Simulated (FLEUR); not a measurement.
# BaTiO3 (P4mm) in FLEUR: settings compared

One crystal, BaTiO3, is run at these levels: LDA (Wigner correlation), revPBE; tasks: equation of state, band structure.

Everything below comes from runs of FLEUR MaX-R8.1 (later development tree). Logs are shortened: lines on timing, memory, paths and dates and some standing lists are left out, and cuts for length are marked.

**1. The crystal as given**

It takes space group P4mm (No. 99, tetragonal). The conventional cell has a = 4.000 Å, b = 4.000 Å, c = 4.018 Å, α = 90.00°, β = 90.00°, γ = 90.00°. Ba (site symmetry 4mm) is surrounded by 12 O at 2.79 to 2.88 Å. Ti (site symmetry 4mm) has 6 O at 1.89 to 2.13 Å as nearest neighbours. O (site symmetry 2mm) has 2 Ti at 2.00 Å as nearest neighbours. O (site symmetry 4mm) is surrounded by 2 Ti at 1.89 to 2.13 Å.

**2. Equation of state, LDA (Wigner correlation), 12.08 Å³/atom (volume scaled by 0.94)**

inp.xml

```xml
<?xml version="1.0" encoding="UTF-8" standalone="no"?>
<fleurInput fleurInputVersion="0.39">
   <comment>
      BaTiO3                                                                                              
   </comment>
   <calculationSetup>
      <cutoffs Kmax="5.38" Gmax="16.7" GmaxXC="16.7" numbands="0"/>
      <scfLoop itmax="60" minDistance="0.00001" maxIterBroyd="15" imix="Anderson" alpha="0.05" precondParam="0.0" spinf="2.0" sdNocoIR="T"/>
      <coreElectrons ctail="T" frcor="F" kcrel="0" coretail_lmax="0"/>
      <xcFunctional name="wign" relativisticCorrections="F"/>
      <magnetism jspins="1"/>
      <soc l_soc="F" theta="0.0" phi="0.0" spav="F"/>
      <expertModes spex="0" secvar="F"/>
      <geometryOptimization l_f="F" forcealpha="1.0" forcemix="BFGS" epsdisp="0.00001" epsforce="0.00001"/>
      <ldaU l_linMix="F" mixParam="0.05" spinf="1.0"/>
   </calculationSetup>
   <cell>
      <bzIntegration valenceElectrons="50.0" mode="hist" fermiSmearingEnergy="0.00183747">
         <kPointListSelection listName="default-1"/>
         <!-- k-points included here -->
         <xi:include xmlns:xi="http://www.w3.org/2001/XInclude" href="kpts.xml"> </xi:include>
      </bzIntegration>
      <!-- symmetry operations included here -->
      <xi:include xmlns:xi="http://www.w3.org/2001/XInclude" href="sym.xml"> </xi:include>
      <bulkLattice scale="0.9795861087">
         <bravaisMatrix>
            <row-1>    7.5585265531750796     0.0000000000000000     0.0000000000000000</row-1>
            <row-2>    0.0000000000000000     7.5585265531750796     0.0000000000000000</row-2>
            <row-3>    0.0000000000000000     0.0000000000000000     7.5929195686427988</row-3>
         </bravaisMatrix>
      </bulkLattice>
   </cell>
   <atomSpecies>
[... 33 lines left out ...]
         <atomicCutoffs lmax="8" lnonsphr="6"/>
         <electronConfig flipSpins="F">
            <coreConfig>(1s1/2)</coreConfig>
            <valenceConfig>(2s1/2) (2p1/2) (2p3/2)</valenceConfig>
            <stateOccupation state="(2p1/2)" spinUp="0.666667" spinDown="0.666667"/>
            <stateOccupation state="(2p3/2)" spinUp="1.333333" spinDown="1.333333"/>
         </electronConfig>
         <energyParameters s="2" p="2" d="3" f="4"/>
         <lo type="SCLO" l="0" n="2" eDeriv="2"/>
         <lo type="SCLO" l="1" n="2" eDeriv="2"/>
         <lo type="SCLO" l="2" n="3" eDeriv="2"/>
      </species>
   </atomSpecies>
   <atomGroups>
      <atomGroup species="Barium (Ba)">
         <relPos label="                   1">.0000000000 .0000000000 .0000000000</relPos>
         <force calculate="T" relaxXYZ="TTT"/>
      </atomGroup>
      <atomGroup species="Titanium (Ti)">
         <relPos label="                   2">1.000/2.000 1.000/2.000 .4900000000</relPos>
         <force calculate="T" relaxXYZ="TTT"/>
      </atomGroup>
      <atomGroup species="Oxygen (O)">
         <relPos label="                   3">.0000000000 1.000/2.000 -.4830000000</relPos>
         <relPos label="                   4">1.000/2.000 .0000000000 -.4830000000</relPos>
         <force calculate="T" relaxXYZ="TTT"/>
      </atomGroup>
      <atomGroup species="Oxygen (O)">
         <relPos label="                   5">1.000/2.000 1.000/2.000 .0190000000</relPos>
         <force calculate="T" relaxXYZ="TTT"/>
      </atomGroup>
   </atomGroups>
   <output dos="F" band="F" slice="F">
      <checks vchk="F" cdinf="F"/>
      <bandDOS minEnergy="-.5*Htr" maxEnergy="0.5*Htr" sigma="0.015" storeEVData="T"/>
      <vacuumDOS vacdos="F" integ="F" star="F" nstars="0" locx1="0.0" locy1="0.0" locx2="0.0" locy2="0.0" nstm="0" tworkf="0.0"/>
      <unfoldingBand unfoldBand="F" supercellX="1" supercellY="1" supercellZ="1"/>
      <plotting iplot="0" polar="F">
         <plot TwoD="T" vec1="  1.0  0.0  0.0" vec2="  0.0  1.0  0.0" vec3="  0.0  0.0  1.0" zero="  0.0  0.0  0.0" file="plot"/>
      </plotting>
      <chargeDensitySlicing numkpt="0" minEigenval="0.0" maxEigenval="0.0" nnne="0" pallst="F"/>
      <specialOutput eonly="F"/>
      <moessbauerParams electricFieldGradient="T" isomerShift="T" coreHyperfine="T" valenceHyperfine="T"/>
      <magneticCircularDichroism mcd="F" energyLo="-10.0" energyUp="0.0"/>
   </output>
  <!-- We include the file relax.xml here to enable relaxations (see documentation) -->
  <xi:include xmlns:xi="http://www.w3.org/2001/XInclude" href="relax.xml"> <xi:fallback/> </xi:include>
</fleurInput>
```

Potentials or basis: all-electron, FLAPW.

The run is started by

```console
inpgen -f crystal.txt -profile fastHighL
# inp.xml edited to the form shown
fleur_MPI
```

Standard output:

```text
Welcome to FLEUR        (www.flapw.de)
      MaX-Release 8.1          (www.max-centre.eu)

 ========== k-point set info ==========
 Selected k-point list: default-1
 k-point list type: mesh
 7 x 7 x 7
 Number of k points: 40

 ------------Calculation Setup---------------------------
 Number of MPI-tasks      :            1
 Number of PE/node        :            1
 Number of OMP-threads    :            1
 Most efficient MPI parallelization for:
           1           2           4           5           8          10          20          40
 Additional eigenvalue parallelization possible
 Number of basis functions:         1298
 Approximate size of matrices (H+S) per k-point:         0.050 GB
 --------------------------------------------------------
 Iteration:     1   Distance:      28.67790111 me/bohr^3
 Iteration:     2   Distance:      23.78566869 me/bohr^3
 Iteration:     3   Distance:       8.06667532 me/bohr^3
 Iteration:     4   Distance:       7.68150791 me/bohr^3
 Iteration:     5   Distance:       4.45575226 me/bohr^3
 Iteration:     6   Distance:       2.18745590 me/bohr^3
 Iteration:     7   Distance:       0.49020149 me/bohr^3
 Iteration:     8   Distance:       0.37549668 me/bohr^3
 Iteration:     9   Distance:       0.45497660 me/bohr^3
 Iteration:    10   Distance:       0.06791010 me/bohr^3
 Iteration:    11   Distance:       0.13432185 me/bohr^3
 Iteration:    12   Distance:       0.01174066 me/bohr^3
 Iteration:    13   Distance:       0.01129307 me/bohr^3
 Iteration:    14   Distance:       0.00687800 me/bohr^3
 Iteration:    15   Distance:       0.00122598 me/bohr^3
 Iteration:    16   Distance:       0.00096272 me/bohr^3
 Iteration:    17   Distance:       0.00037246 me/bohr^3
 Iteration:    18   Distance:       0.00015449 me/bohr^3
 Iteration:    19   Distance:       0.00004242 me/bohr^3
 Iteration:    20   Distance:       0.00001853 me/bohr^3
 Iteration:    21   Distance:       0.00001795 me/bohr^3
 Iteration:    22   Distance:       0.00000559 me/bohr^3

 ********************************************************************
 Run finished successfully
 Stop message:
   all done
 ********************************************************************
```

It took 24 min on 1 thread of Arm Neoverse V1, shared host; peak memory 0.17 GiB.

What came out:

* Free energy: -250518.8713 eV
* Band gap on the k mesh: 1.98 eV, indirect (least direct gap 2.05 eV)
* Valence electrons inside the program's atomic spheres: Ba 17.53; Ti 8.97; O 4.44, 4.45 (radii Ba 2.66, Ti 1.82, O 1.39 bohr)

Caveat: spin-orbit coupling is left out, which moves the levels of the heavy elements; an odd mesh through Γ misses points on the zone boundary, where band edges often lie.

**3. Equation of state, LDA (Wigner correlation), 12.34 Å³/atom (volume scaled by 0.96)**

Changes to inp.xml since step 2:

```diff
@@ -24,3 +24,3 @@
       <xi:include xmlns:xi="http://www.w3.org/2001/XInclude" href="sym.xml"> </xi:include>
-      <bulkLattice scale="0.9795861087">
+      <bulkLattice scale="0.9864848297">
          <bravaisMatrix>
```

Potentials or basis: all-electron, FLAPW.

The run is started by

```console
inpgen -f crystal.txt -profile fastHighL
# inp.xml edited to the form shown
fleur_MPI
```

Wall time 25 min (1 thread of Arm Neoverse V1, shared host); peak memory 0.17 GiB.

The run converged. Its results:

```yaml
Free_energy: -250518.9192 eV
Band_gap_on_the_k_mesh: 1.93 eV, indirect (least direct gap 2.03 eV)
Valence_electrons_inside_the_program's_atomic_spheres: Ba 17.51; Ti 8.95; O 4.43, 4.44 (radii Ba 2.66, Ti 1.82, O 1.39 bohr)
```

Caveat: spin-orbit coupling is left out, which moves the levels of the heavy elements; an odd mesh through Γ misses points on the zone boundary, where band edges often lie.

**4. Equation of state, LDA (Wigner correlation), 12.86 Å³/atom**

Changes to inp.xml since step 3:

```diff
@@ -24,3 +24,3 @@
       <xi:include xmlns:xi="http://www.w3.org/2001/XInclude" href="sym.xml"> </xi:include>
-      <bulkLattice scale="0.9864848297">
+      <bulkLattice scale="1.0000000000">
          <bravaisMatrix>
```

The run is started by

```console
inpgen -f crystal.txt -profile fastHighL
# inp.xml edited to the form shown
fleur_MPI
```

It took 29 min on 1 thread of Arm Neoverse V1, shared host; peak memory 0.18 GiB.

It converged, with:

| Item | Value |
| --- | --- |
| Free energy | -250518.9186 eV |
| Band gap on the k mesh | 1.84 eV, indirect (least direct gap 1.99 eV) |
| Valence electrons inside the program's atomic spheres | Ba 17.48; Ti 8.92; O 4.41, 4.42 (radii Ba 2.66, Ti 1.82, O 1.39 bohr) |

Caveat: spin-orbit coupling is left out, which moves the levels of the heavy elements; an odd mesh through Γ misses points on the zone boundary, where band edges often lie.

**5. Band structure, revPBE**

Changes to inp.xml since step 4:

```diff
@@ -6,6 +6,6 @@
    <calculationSetup>
-      <cutoffs Kmax="5.38" Gmax="16.7" GmaxXC="16.7" numbands="0"/>
+      <cutoffs Kmax="5.21" Gmax="16.2" GmaxXC="16.2" numbands="0"/>
       <scfLoop itmax="60" minDistance="0.00001" maxIterBroyd="15" imix="Anderson" alpha="0.05" precondParam="0.0" spinf="2.0" sdNocoIR="T"/>
       <coreElectrons ctail="T" frcor="F" kcrel="0" coretail_lmax="0"/>
-      <xcFunctional name="wign" relativisticCorrections="F"/>
+      <xcFunctional name="rpbe" relativisticCorrections="F"/>
       <magnetism jspins="1"/>
@@ -24,3 +24,3 @@
       <xi:include xmlns:xi="http://www.w3.org/2001/XInclude" href="sym.xml"> </xi:include>
-      <bulkLattice scale="1.0000000000">
+      <bulkLattice scale="1.0">
          <bravaisMatrix>
@@ -49,3 +49,3 @@
       <species name="Titanium (Ti)" element="Ti" atomicNumber="22">
-         <mtSphere radius="1.82" gridPoints="621" logIncrement="0.019"/>
+         <mtSphere radius="1.88" gridPoints="621" logIncrement="0.019"/>
          <atomicCutoffs lmax="8" lnonsphr="6"/>
@@ -65,3 +65,3 @@
       <species name="Oxygen (O)" element="O" atomicNumber="8">
-         <mtSphere radius="1.39" gridPoints="477" logIncrement="0.022"/>
+         <mtSphere radius="1.44" gridPoints="477" logIncrement="0.022"/>
          <atomicCutoffs lmax="8" lnonsphr="6"/>
```

crystal.txt

```
BaTiO3
&input cartesian=F /
3.9998000000  0.0000000000  0.0000000000
0.0000000000  3.9998000000  0.0000000000
0.0000000000  0.0000000000  4.0180000000
1.8897261246
1.0 1.0 1.0

5
56 0.0000000000  0.0000000000  0.0000000000
22 0.5000000000  0.5000000000  0.4900000000
8 0.0000000000  0.5000000000  0.5170000000
8 0.5000000000  0.0000000000  0.5170000000
8 0.5000000000  0.5000000000  0.0190000000

&kpt div1=7 div2=7 div3=7 gamma=T /
```

inp.xml (bands)

```
<?xml version="1.0" encoding="UTF-8" standalone="no"?>
<fleurInput fleurInputVersion="0.39">
   <comment>
      BaTiO3                                                                                              
   </comment>
   <calculationSetup>
      <cutoffs Kmax="5.21" Gmax="16.2" GmaxXC="16.2" numbands="0"/>
      <scfLoop itmax="60" minDistance="0.00001" maxIterBroyd="15" imix="Anderson" alpha="0.05" precondParam="0.0" spinf="2.0" sdNocoIR="T"/>
      <coreElectrons ctail="T" frcor="F" kcrel="0" coretail_lmax="0"/>
      <xcFunctional name="rpbe" relativisticCorrections="F"/>
      <magnetism jspins="1"/>
      <soc l_soc="F" theta="0.0" phi="0.0" spav="F"/>
      <expertModes spex="0" secvar="F"/>
      <geometryOptimization l_f="F" forcealpha="1.0" forcemix="BFGS" epsdisp="0.00001" epsforce="0.00001"/>
      <ldaU l_linMix="F" mixParam="0.05" spinf="1.0"/>
   </calculationSetup>
   <cell>
      <bzIntegration valenceElectrons="50.0" mode="hist" fermiSmearingEnergy="0.00183747">
         <kPointListSelection listName="path-1"/>
         <!-- k-points included here -->
         <xi:include xmlns:xi="http://www.w3.org/2001/XInclude" href="kpts.xml"> </xi:include>
      </bzIntegration>
      <!-- symmetry operations included here -->
      <xi:include xmlns:xi="http://www.w3.org/2001/XInclude" href="sym.xml"> </xi:include>
      <bulkLattice scale="1.0">
         <bravaisMatrix>
[... 56 lines left out ...]
         <force calculate="T" relaxXYZ="TTT"/>
      </atomGroup>
      <atomGroup species="Titanium (Ti)">
         <relPos label="                   2">1.000/2.000 1.000/2.000 .4900000000</relPos>
         <force calculate="T" relaxXYZ="TTT"/>
      </atomGroup>
      <atomGroup species="Oxygen (O)">
         <relPos label="                   3">.0000000000 1.000/2.000 -.4830000000</relPos>
         <relPos label="                   4">1.000/2.000 .0000000000 -.4830000000</relPos>
         <force calculate="T" relaxXYZ="TTT"/>
      </atomGroup>
      <atomGroup species="Oxygen (O)">
         <relPos label="                   5">1.000/2.000 1.000/2.000 .0190000000</relPos>
         <force calculate="T" relaxXYZ="TTT"/>
      </atomGroup>
   </atomGroups>
   <output dos="F" band="T" slice="F">
      <checks vchk="F" cdinf="F"/>
      <bandDOS minEnergy="-.5*Htr" maxEnergy="0.5*Htr" sigma="0.015" storeEVData="T"/>
      <vacuumDOS vacdos="F" integ="F" star="F" nstars="0" locx1="0.0" locy1="0.0" locx2="0.0" locy2="0.0" nstm="0" tworkf="0.0"/>
      <unfoldingBand unfoldBand="F" supercellX="1" supercellY="1" supercellZ="1"/>
      <plotting iplot="0" polar="F">
         <plot TwoD="T" vec1="  1.0  0.0  0.0" vec2="  0.0  1.0  0.0" vec3="  0.0  0.0  1.0" zero="  0.0  0.0  0.0" file="plot"/>
      </plotting>
      <chargeDensitySlicing numkpt="0" minEigenval="0.0" maxEigenval="0.0" nnne="0" pallst="F"/>
      <specialOutput eonly="F"/>
      <moessbauerParams electricFieldGradient="T" isomerShift="T" coreHyperfine="T" valenceHyperfine="T"/>
      <magneticCircularDichroism mcd="F" energyLo="-10.0" energyUp="0.0"/>
   </output>
  <!-- We include the file relax.xml here to enable relaxations (see documentation) -->
  <xi:include xmlns:xi="http://www.w3.org/2001/XInclude" href="relax.xml"> <xi:fallback/> </xi:include>
</fleurInput>
```

Potentials or basis: all-electron, FLAPW.

The run is started by

```console
inpgen -f crystal.txt -profile fastHighL
# inp.xml edited to the form shown
fleur_MPI
fleur_MPI   # second run, on inp.xml (bands)
```

Standard output:

```text
Welcome to FLEUR        (www.flapw.de)
      MaX-Release 8.1          (www.max-centre.eu)

 ========== k-point set info ==========
 Selected k-point list: default-1
 k-point list type: mesh
 7 x 7 x 7
 Number of k points: 40

 ------------Calculation Setup---------------------------
 Number of MPI-tasks      :            1
 Number of PE/node        :            1
 Number of OMP-threads    :            1
 Most efficient MPI parallelization for:
           1           2           4           5           8          10          20          40
 Additional eigenvalue parallelization possible
 Number of basis functions:         1256
 Approximate size of matrices (H+S) per k-point:         0.047 GB
 --------------------------------------------------------
 Iteration:     1   Distance:      28.55177871 me/bohr^3
 Iteration:     2   Distance:      23.71821759 me/bohr^3
 Iteration:     3   Distance:       8.46722210 me/bohr^3
 Iteration:     4   Distance:       7.51029056 me/bohr^3
 Iteration:     5   Distance:       5.56065874 me/bohr^3
 Iteration:     6   Distance:       2.92904630 me/bohr^3
 Iteration:     7   Distance:       0.74515059 me/bohr^3
 Iteration:     8   Distance:       0.46810394 me/bohr^3
 Iteration:     9   Distance:       0.36965362 me/bohr^3
 Iteration:    10   Distance:       0.11836780 me/bohr^3
[... 4 lines left out ...]
 Iteration:    15   Distance:       0.00942634 me/bohr^3
 Iteration:    16   Distance:       0.00708568 me/bohr^3
 Iteration:    17   Distance:       0.00231669 me/bohr^3
 Iteration:    18   Distance:       0.00106486 me/bohr^3
 Iteration:    19   Distance:       0.00050602 me/bohr^3
 Iteration:    20   Distance:       0.00039096 me/bohr^3
 Iteration:    21   Distance:       0.00017694 me/bohr^3
 Iteration:    22   Distance:       0.00002983 me/bohr^3
 Iteration:    23   Distance:       0.00001207 me/bohr^3
 Iteration:    24   Distance:       0.00000693 me/bohr^3

 ********************************************************************
 Run finished successfully
 Stop message:
   all done
 ********************************************************************
```

Wall time 25 min (1 thread of Arm Neoverse V1, shared host); peak memory 0.16 GiB.

What came out:

```yaml
Free_energy: -250883.8100 eV
Band_gap_on_the_k_mesh: 1.95 eV, indirect (least direct gap 2.11 eV)
Band_gap_along_the_path: 1.86 eV, indirect (least direct gap 2.11 eV)
Valence_electrons_inside_the_program's_atomic_spheres: Ba 17.51; Ti 9.09; O 4.65 (radii Ba 2.66, Ti 1.88, O 1.44 bohr)
```

Levels at the corners of the path, in eV from the valence-band top:
```
point  band 21  band 22  band 23  band 24  band 25  band 26  band 27  band 28  band 29  band 30
    Γ    -1.24    -1.15    -0.27    -0.25    -0.25     1.86     2.07     2.07     4.01     4.11
    X    -1.87    -1.80    -1.69    -0.90    -0.80     2.17     3.54     3.57     4.07     5.91
    M    -2.65    -1.73    -0.94    -0.94    -0.05     3.59     3.59     4.00     4.74     7.67
    Γ    -1.24    -1.15    -0.27    -0.25    -0.25     1.86     2.07     2.07     4.01     4.11
    Z    -1.92    -1.88    -1.87    -0.66    -0.66     1.98     3.60     3.60     4.01     6.04
    R    -2.61    -1.69    -0.87    -0.85    -0.13     3.57     3.62     3.98     4.85     7.64
    A    -2.38    -2.35    -0.08    -0.08     0.00     4.21     4.21     4.21     6.67     6.83
    Z    -1.92    -1.88    -1.87    -0.66    -0.66     1.98     3.60     3.60     4.01     6.04
    X    -1.87    -1.80    -1.69    -0.90    -0.80     2.17     3.54     3.57     4.07     5.91
    R    -2.61    -1.69    -0.87    -0.85    -0.13     3.57     3.62     3.98     4.85     7.64
    M    -2.65    -1.73    -0.94    -0.94    -0.05     3.59     3.59     4.00     4.74     7.67
    A    -2.38    -2.35    -0.08    -0.08     0.00     4.21     4.21     4.21     6.67     6.83
```

Core levels (eV from the Fermi level):
```csv
atom,levels
1 Ba,"1s1/2 -37222.1, 2s1/2 -5873.2, 2p1/2 -5531.2, 2p3/2 -5149.5, 3s1/2 -1232.4, 3p1/2 -1089.0, 3p3/2 -1015.2, 4s1/2 -234.2, 3d3/2 -763.9, 3d5/2 -748.2, 4p1/2 -182.1, 4p3/2 -166.8"
2 Ti,"1s1/2 -4862.5, 2s1/2 -531.5, 2p1/2 -442.4, 2p3/2 -436.6"
3 O,1s1/2 -504.1
4 O,1s1/2 -504.1
5 O,1s1/2 -504.2
```

Caveat: spin-orbit coupling is left out, which moves the levels of the heavy elements; the mesh misses the band edges, which the band path finds closer together. Expect the measured gap to be larger: semilocal functionals such as revPBE lack the derivative discontinuity.
